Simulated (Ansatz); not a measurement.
# A series in volume per atom on Pt

All results are calculated (Ansatz 0.2.0 development build). Equation of state of a cubic crystal from periodic Kohn-Sham density functional theory without spin; pressure corrected for the finite basis.

Cell of the first row (space group Pm-3m, No. 221):
```
CELL_PARAMETERS angstrom
2.57210 0.00000 0.00000
0.00000 2.57210 0.00000
0.00000 0.00000 2.57210
ATOMIC_POSITIONS crystal
Pt 0.00000 0.00000 0.00000
```

Settings of every row: formula Pt; structure type simple cubic; functional PBE; spin treatment none; k mesh 21x21x21; occupation method fermi-dirac; occupation width 0.061225619 eV; wave cutoff 570 eV; datasets hand-made PAW; density cutoff ratio 4.

Limits: a cubic model structure, not a phase known at ambient conditions; modest k-mesh, values are not fully converged in k; the SCF threshold is loose for a stress in some rows; no spin-orbit coupling, which can matter with elements this heavy.

| row | volume per atom (Å³) | energy above lowest point (meV/atom) | pressure (GPa) |
| --- | --- | --- | --- |
| 1 | 17.016 | ? | ? |
| 2 | 17.378 | 17.2 | 8.199 |
| 3 | 17.741 | 3.85 | 3.714 |
| 4 | 18.102 | 0 | -0.217 |
| 5 | 18.465 | 4.47 | -3.667 |
| 6 | 18.827 | 16.26 | -6.697 |
| 7 | 19.189 | 34.46 | -9.349 |

Question: what energy above lowest point and pressure should row 1 give?

Worked fit of energy above lowest point. Take u = (V_r/V)^(2/3) − 1 with V_r = 18.284 Å³ an atom, which is twice the finite (Eulerian) strain; such expansions in the strain, on which the Birch-Murnaghan equation of state is built, carry the rest volume and the bulk modulus. The shown rows have u = 0.03446, 0.0203, 0.00669, -0.00655, -0.01932, -0.03169. Least squares give energy above lowest point = 1.263 − 341.85 × u + 22784 × u² + 16191 × u³ meV/atom; a parabola predicts inner rows, each left out in turn, worse (root mean square 0.19 against 0.0078 meV/atom). The rows lie off it by 0.00, 0.00, 0.00, -0.01, 0.00, 0.00. Its lowest point lies at u = 0.0074, or V = 18.08 Å³ an atom, and the curvature there gives the bulk modulus at fixed shape and fractions, B = (4/9)(1 + u)² E″(u)/V = 185 GPa. The withheld row has u = 0.04908, so the fit gives 1.263 − 341.85 × (0.04908) + 22784 × (0.04908)² + 16191 × (0.04908)³ = 41.28 meV/atom.

The calculation gave 41.38 meV/atom. The fit lies 0.10 meV/atom (0.24 % of the column's range) below it; its largest miss of a shown row is 0.01 meV/atom. This row lies beyond the range of the fit.

Worked fit of pressure. Take u = (V_r/V)^(2/3) − 1 with V_r = 18.284 Å³ an atom, which is twice the finite (Eulerian) strain; such expansions in the strain, on which the Birch-Murnaghan equation of state is built, carry the rest volume and the bulk modulus. The shown rows have u = 0.03446, 0.0203, 0.00669, -0.00655, -0.01932, -0.03169. Least squares give pressure = −2.0015 + 261.185 × u + 966.78 × u² + 1297 × u³ GPa; a parabola predicts inner rows, each left out in turn, worse (root mean square 0.017 against 0.009 GPa). The rows lie off it by -0.001, 0.004, -0.006, 0.004, -0.001, 0.000 (root mean square 0.0034 GPa). The pressure vanishes at u = 0.0075, or V = 18.08 Å³ an atom, and there the bulk modulus at fixed shape and fractions is B = −V dP/dV = (2/3)(1 + u) dP/du = 185 GPa. The withheld row has u = 0.04908, so the fit gives −2.0015 + 261.185 × (0.04908) + 966.78 × (0.04908)² + 1297 × (0.04908)³ = 13.300 GPa.

The calculation gave 13.31 GPa. The fit lies 0.010 GPa (0.044 % of the column's range) below it; its largest miss of a shown row is 0.006 GPa. This row lies beyond the range of the fit.
